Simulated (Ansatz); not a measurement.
## A vibration from a frozen displacement in BN

These are results of DFT PBE+D3(BJ), scalar-relativistic, plane waves, PAW in Ansatz, not measurements. Cutoff 420 eV, Γ-centred 12×12×4 k-points, Gaussian smearing of 0.05 eV. No spin polarisation. Energies are free energies at this smearing, counted from the undisturbed cell; pressure is positive in compression.

The starting cell (as given, not relaxed at this level; it stands at 0.6 GPa):

```
B N
1.0
     2.50399    0.00000    0.00000
    -1.25200    2.16852    0.00000
     0.00000    0.00000    6.66120
B N
2 2
Direct
  0.33333 0.66667 0.25000
  0.66667 0.33333 0.75000
  0.33333 0.66667 0.75000
  0.66667 0.33333 0.25000
```

Every B atom is moved by x along the Cartesian unit vector (-0.500, -0.866, 0.000); the cell and all other atoms stay fixed. The cell's volume is 36.17 Å³; the moved atoms weigh 21.620 u together and the others 28.014 u. Some rows repeat others by symmetry and weren't run.

| x (Å) | ΔE (meV/cell) | total force on the moved atoms along the move (eV/Å) | pressure (GPa) |
| --- | --- | --- | --- |
| -0.2000 | 1685.25 | 17.1277 | 16.1337 |
| -0.1750 | 1285.39 | 14.8707 | 12.4629 |
| -0.1500 | 941.31 | 12.6627 | 9.3007 |
| -0.1250 | 651.92 | 10.4947 | 6.6390 |
| -0.1000 | 416.31 | 8.3586 | 4.4711 |
| -0.0750 | 233.78 | 6.2476 | 2.7910 |
| -0.0500 | 103.78 | 4.1550 | 1.5941 |
| -0.0250 | 25.93 | 2.0745 | 0.8773 |
| 0.0000 | 0.00 | 0.0000 | 0.6386 |
| 0.0250 | 25.93 | -2.0745 | 0.8773 |
| 0.0500 | 103.78 | -4.1550 | 1.5941 |
| 0.0750 | 233.78 | -6.2476 | 2.7910 |
| 0.1000 | 416.31 | -8.3586 | 4.4711 |
| 0.1250 | 651.92 | -10.4947 | 6.6390 |
| 0.1500 | 941.31 | -12.6627 | 9.3007 |
| 0.1750 | 1285.39 | -14.8707 | 12.4629 |
| 0.2000 | 1685.25 | -17.1277 | 16.1337 |

Question: What frequency belongs to this motion?

Answer: The force constant is k = −dF/dx = 82.980 eV/Å², from the parabola through x = -0.0250, 0 and 0.0250. In every cell the moved atoms swing against the rest, so the mass is μ = m₁m₂/(m₁ + m₂) = 12.203 u, and ν̃ = 521.5 cm⁻¹ × √(|k|/μ) = 1360 cm⁻¹. To first order in x, and within 1 %, the force on every atom lies along the move and, within each of the two groups, in proportion to the atom's mass, so this is itself a mode at the zone centre of this cell, taken without macroscopic field (the transverse frequency in a polar insulator).

Question: How far does the harmonic law reach?

Answer: At x = -0.200 Å, kx²/2 = 1659.60 meV against the computed 1685.25 meV (+1.5 %): the well is still close to harmonic there.

Question: The pressure changes with x². What does that say about the frequency under compression?

Answer: With E = k(V)x²/2, k ∝ V^(−2γ) and x scaling with the cell as V^(1/3), P − P0 = −∂E/∂V = (2γ − 2/3) ΔE/V. At x = 0.0500 Å, V(P − P0) = 36.17 × 0.95550 / 160.2 eV = 215.71 meV and ΔE = 103.78 meV, so γ = 1/3 + V(P − P0)/(2ΔE) = 1.37. This is the Grüneisen parameter of the motion under uniform scaling of the cell: shrinking the cell evenly by 1 % in volume raises the frequency by about 1.37 %.

Cost: 9 runs of about 1 core-minutes in all, on Intel Xeon Processor @ 2.70GHz (shared hosts).